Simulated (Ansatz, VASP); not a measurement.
CaSe in VASP and in Ansatz

INCAR

```
SYSTEM = CaSe
PREC = Accurate
ENCUT = 520
EDIFF = 1E-6
ISMEAR = 0
SIGMA = 0.05
LREAL = .False.
LASPH = .True.
NELM = 100
ALGO = Normal
ISIF = 2
LWAVE = .False.
LCHARG = .True.
GGA = PS
LELF = .True.
LVHAR = .True.
NBANDS = 15
```

The input KPOINTS:

```
Automatic mesh
0
Gamma
  8 8 8
  0 0 0
```

The input POSCAR:

```
CaSe
1.0
    0.0000000000      3.3930062849      3.1215657821
    3.3930062849      0.0000000000      3.1215657821
    3.3930062849      3.3930062849      0.0000000000
Ca Se
1 1
Direct
    0.0000000000      0.0000000000      0.0000000000
    0.7500000000      0.7500000000      0.7500000000
```

Input for Ansatz:

```yaml
crystal:
  lattice:
    - [0.0, 3.3930062849, 3.1215657821]
    - [3.3930062849, 0.0, 3.1215657821]
    - [3.3930062849, 3.3930062849, 0.0]
  atoms:
    - { symbol: Ca, position: [0.0, 0.0, 0.0] }
    - { symbol: Se, position: [0.75, 0.75, 0.75] }
basis:
  ecutwfc: 420
kpoints:
  mp_grid: { grid: [8, 8, 8] }
hamiltonian:
  xc: pbesol
scf:
  occupations: { method: gaussian, width: 0.05 }
output:
  forces: true
  stress: true
  eigenvalues: true
```

Alike in both runs: task single point; functional PBEsol; k mesh 8 × 8 × 8; occupations gaussian, width 0.05 eV; no spin polarisation.

|  | VASP | Ansatz |
| --- | --- | --- |
| version | VASP 6.6.1 | Ansatz 0.2.0 |
| potentials or method | VASP PAW PBE potentials, release 64 (Ca_sv, Se) | scalar-relativistic, plane waves, PAW |
| plane-wave cutoff (eV) | 520 | 420 |
| valence electrons in the cell | 16 | 26 |

```csv
,VASP,Ansatz,Ansatz less VASP
gap on the k mesh at the Fermi level (eV),2.89,2.89,0.000
least direct gap on the mesh (eV),3.00,3.00,-0.002
pressure (GPa),-1.5,-1.6,-0.10
largest component of the traceless stress (GPa),0.20,0.22,+0.013
```

The two sets of potentials don't hold the same shells in valence.

Caveats: the PAW data sets were made with another functional, which shifts forces and pressure a little (VASP). PBEsol gaps usually lie below the measured ones, often by a third to a half. A k mesh can miss the band edges.
